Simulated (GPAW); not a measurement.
## How the form of the self-energy moves the gap of PbSe (Clausthalite)

Wanted: the gap of PbSe (Clausthalite) under several approximations, with cost.

Program: GPAW 26.7.0. Level of theory: PBE and many-body steps on it, plane waves. Results are calculated unless marked as measured.

Most raw output is cut from this account.

### 1. Starting point

Symmetry: Fm-3m, No. 225, cubic system. Conventional cell: a = 6.121 Å, b = 6.121 Å, c = 6.121 Å, α = 90.00°, β = 90.00°, γ = 90.00°. Pb has 6 Se at 3.06 Å nearest. Se has 6 Pb at 3.06 Å nearest. Farther neighbours and most contacts between anions are not listed.

Coordinates:

```cif
data_structure
_symmetry_space_group_name_H-M 'Fm-3m'
_symmetry_Int_Tables_number 225
_cell_length_a 6.1213
_cell_length_b 6.1213
_cell_length_c 6.1213
_cell_angle_alpha 90.000
_cell_angle_beta 90.000
_cell_angle_gamma 90.000
_cell_volume 229.37
loop_
_atom_site_label
_atom_site_type_symbol
_atom_site_symmetry_multiplicity
_atom_site_Wyckoff_symbol
_atom_site_fract_x
_atom_site_fract_y
_atom_site_fract_z
_atom_site_occupancy
Pb1 Pb 4 a 0.00000 0.00000 0.00000 1
Se1 Se 4 b 0.50000 0.00000 0.00000 1
```

The cell and positions come from the Crystallography Open Database and are kept as given unless a step says otherwise. Spin-orbit coupling is left out unless a step names it.

### 2. Empty states on the mesh, 4×4×4 mesh, 140 bands

This step: GPAW 26.7.0; DFT, PBE, plane waves, PAW.

The sums over transitions need many empty states on a uniform mesh; this step solves for them.

Input file run.py:

```python
import json
import numpy as np
from gpaw.mpi import world
from gpaw import GPAW

calc = GPAW('gs.gpw').fixed_density(kpts={'size': (4, 4, 4), 'gamma': True},
    parallel={'domain': 1, 'band': 1},
    txt='nscf.txt')
calc.diagonalize_full_hamiltonian(nbands=140)
calc.write('full.gpw', mode='all')
res = {}
kpts = calc.get_ibz_k_points()
res['kpts'] = kpts
res['eigenvalues'] = [calc.get_eigenvalues(kpt=k) for k in range(len(kpts))]
res['n_electrons'] = calc.get_number_of_electrons()

if world.rank == 0:
    with open('result.json', 'w') as f:
        json.dump(res, f, default=lambda x: x.tolist())
```

Run with:

```sh
> mpirun -n 4 gpaw python run.py
```

Run time: 7.5 s. Hardware: 4 MPI ranks of Intel Xeon Platinum 8375C at 2.90GHz (Ice Lake), shared host; peak memory 1 GiB; 29 s of CPU time.

Numbers from this step:

```
gap                                                           : 0.2446 eV
k of the valence top                                          : 0.5, 0.5, 0.5
k of the conduction bottom                                    : 0.5, 0.5, 0.5
least direct gap                                              : 0.2446 eV
k points computed                                             : 8
lowest point of the top converged band, above the valence top : 86.5797 eV
```

On this mesh the gap is 0.245 eV.

### 3. G0W0, Godby-Needs plasmon pole

G0W0 replaces the xc potential by the self-energy, built once from these orbitals. Only a window of levels is corrected, while the sums run over the empty bands that the input names.

This step: G0W0 on PBE, plane waves, PAW.

Input file run.py:

```python
import json
import numpy as np
from gpaw.mpi import world
from gpaw.response.g0w0 import G0W0

gw = G0W0('full.gpw',
    filename='gw',
    kpts=[0, 7],
    bands=(8, 12),
    ecut=100,
    nbands=130,
    integrate_gamma='WS',
    ppa=True)
gw.calculate()
res = {mode: {k: v for k, v in r.items() if k != 'sigma_eskwn'}
       for mode, r in gw.all_results.items()}

if world.rank == 0:
    with open('result.json', 'w') as f:
        json.dump(res, f, default=lambda x: x.tolist())
```

Run with:

```sh
> mpirun -n 4 gpaw python run.py
```

Elapsed: 33 s, on 4 MPI ranks; peak memory 1.2 GiB; 2.2 min of CPU time.

Numbers from this step:

```yaml
g0w0_gap_on_the_points_computed: 0.2546 eV
least_direct_g0w0_gap_on_the_computed_points: 0.2546 eV
z_at_the_valence_top: 0.7878
z_at_the_conduction_bottom: 0.8026
starting_gap_on_the_mesh: 0.2446 eV
k_of_the_valence_top: 0.5, 0.5, 0.5
k_of_the_conduction_bottom: 0.5, 0.5, 0.5
```

The gap on the mesh goes from 0.24 eV to 0.25 eV, a correction of +0.01 eV.

### 4. G0W0, full frequency, Hilbert transform

run.py: that of step 3 with these lines changed.

```diff
@@ -12,3 +12,5 @@
     integrate_gamma='WS',
-    ppa=True)
+    frequencies={'type': 'nonlinear', 'domega0': 0.1, 'omega2': 15.0},
+    eta=0.1,
+    nblocksmax=True)
 gw.calculate()
```

Run with:

```sh
> mpirun -n 4 gpaw python run.py
```

The job ended after 52 s (4 MPI ranks; peak memory 1.5 GiB; 3.4 min of CPU time).

This step gave:

```yaml
g0w0_gap_on_the_points_computed: 0.3085 eV
least_direct_g0w0_gap_on_the_computed_points: 0.3085 eV
z_at_the_valence_top: 0.7460
z_at_the_conduction_bottom: 0.7555
starting_gap_on_the_mesh: 0.2446 eV
k_of_the_valence_top: 0.5, 0.5, 0.5
k_of_the_conduction_bottom: 0.5, 0.5, 0.5
```

Against G0W0 in GPAW (4×4×4 mesh, 130 bands, screening to 100 eV, Godby-Needs plasmon pole), the gap moves by +0.054 eV.

### 5. G0W0, multipole

run.py: that of step 4 with these lines changed.

```diff
@@ -12,5 +12,3 @@
     integrate_gamma='WS',
-    frequencies={'type': 'nonlinear', 'domega0': 0.1, 'omega2': 15.0},
-    eta=0.1,
-    nblocksmax=True)
+    mpa={'npoles': 4, 'wrange': [0, 40], 'varpi': 20.0, 'eta0': 0.01, 'eta_rest': 1.0, 'alpha': 1})
 gw.calculate()
```

Run with:

```sh
> mpirun -n 4 gpaw python run.py
```

Wall time 54 s (4 MPI ranks); peak memory 1.3 GiB; 3.6 min of CPU time.

Numbers from this step:

```
G0W0 gap on the points computed              : 0.2890 eV
least direct G0W0 gap on the computed points : 0.2890 eV
starting gap on the mesh                     : 0.2446 eV
k of the valence top                         : 0.5, 0.5, 0.5
k of the conduction bottom                   : 0.5, 0.5, 0.5
```

Against G0W0 in GPAW (4×4×4 mesh, 130 bands, screening to 100 eV, Godby-Needs plasmon pole), the gap moves by +0.034 eV.

### 6. The runs together

Times are wall times on 4 MPI ranks of Intel Xeon Platinum 8375C at 2.90GHz (Ice Lake), shared host, good to a factor of about two.

| run | mesh | bands | screening cutoff (eV) | DFT gap (eV) | gap on the mesh (eV) | direct (eV) | time |
| --- | --- | --- | --- | --- | --- | --- | --- |
| G0W0, Godby-Needs plasmon pole | 4×4×4 | 130 | 100 | 0.245 | 0.255 | 0.255 | 33 s |
| G0W0, full frequency, Hilbert transform | 4×4×4 | 130 | 100 | 0.245 | 0.309 | 0.309 | 52 s |
| G0W0, multipole | 4×4×4 | 130 | 100 | 0.245 | 0.289 | 0.289 | 54 s |

### 7. Outcome

```json
{
  "G0W0, Godby-Needs plasmon pole": "0.255 eV",
  "G0W0, full frequency, Hilbert transform": "0.309 eV",
  "G0W0, multipole": "0.289 eV",
  "known limits": "not at the basis limit; model gap, bands may invert with spin-orbit coupling; no spin-orbit coupling; coarse k mesh"
}
```

G0W0, full frequency, Hilbert transform: +0.054 eV against G0W0, Godby-Needs plasmon pole. G0W0, multipole: +0.034 eV against G0W0, Godby-Needs plasmon pole. Bands and cutoff are finite, so the gap is not at the basis limit. The miss can reach some tenths of an eV and take either sign; the mesh is an error of its own. These stock PAW sets were not made for GW; the filled d or f shell of Se lies in the frozen core, which bears on start and correction. In the G0W0 runs levels were corrected at 2 k points alone, so a gap called «on the mesh» is the least over those, and an edge elsewhere would be missed. The 4×4×4 mesh is coarse for this cell, which bears on the long-range parts of exchange and screening. Where an edge is built on 6p states of lead, bismuth or thallium, scalar-relativistic gaps usually stand too wide, by a few tenths to over one eV. With atoms this heavy and so narrow a gap, spin-orbit coupling can invert the bands. These scalar-relativistic gaps are then model values, not to be set against experiment, and a spin-orbit change taken from DFT can't simply be added.

[Paths, hosts, dates, memory and timing lines, banners, echoed tables and standing remarks are left out of the program output.]

[Logs are printed without paths, hosts, clocks, repeated set-up lines and the standing remarks that a program may print on its own settings, such as how far it seeks lower states.]

[Runs of the session that timed out or met a known fault of the program may be left out.]

[Hosts, paths, dates, database ids (printed as entryN), source tags and the programs' standing remarks are cut or masked in the printed files.]
